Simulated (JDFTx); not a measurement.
Si2Mo under changes of volume

One of the cells (13.416 Å³/atom); the others are scaled copies at fixed shape and fractional positions:

```
Mo Si
1.0
    -1.60000    1.60000    3.93050
     1.60000   -1.60000    3.93050
     1.60000    1.60000   -3.93050
Mo Si
1 2
Direct
  0.00000 0.00000 0.00000
  0.66700 0.66700 0.00000
  0.33300 0.33300 0.00000
```

| Item | Value |
| --- | --- |
| Program | JDFTx 1.7.0 (patched build) |
| Functional | PBEsol |
| Potentials or basis | PseudoDojo-SR-PBEsol-0.4.1-standard with smoothed tails |
| Cutoff | 1088 eV |
| Density cutoff | 8708 eV |
| k mesh | 12 × 12 × 12 |
| Occupations | fermi-dirac, width 0.05 eV |
| Spin | no spin polarisation |

| volume (Å³/atom) | energy over the lowest point (meV/atom) | pressure (GPa) | largest force (eV/Å) |
| --- | --- | --- | --- |
| 12.611 | ? | ? | ? |
| 12.879 | 7.03 | 6.7 | 0.259 |
| 13.148 | 0.00 | 1.7 | 0.292 |
| 13.416 | 0.84 | -2.7 | 0.323 |
| 13.684 | 8.74 | -6.7 | 0.352 |
| 13.953 | 22.96 | -10.3 | 0.379 |
| 14.221 | 42.86 | -13.5 | 0.404 |

What does the run at 12.611 Å³/atom give?

Energy over the lowest point 22.85 meV/atom; pressure 12.2 GPa; largest force 0.224 eV/Å.

Worked out: A Birch-Murnaghan fit of order 3 (a polynomial in V^(-2/3)) to the other rows has its minimum at 13.25 Å³/atom with B0 = V·E''(V) = 222 GPa and B' = 4.3 at fixed shape and positions, which overstates the stiffness. It gives 22.77 meV/atom at 12.611 Å³/atom, against the run's 22.85, and -dE/dV = 12.2 GPa, against 12.2.

Energies are extrapolated to zero smearing.
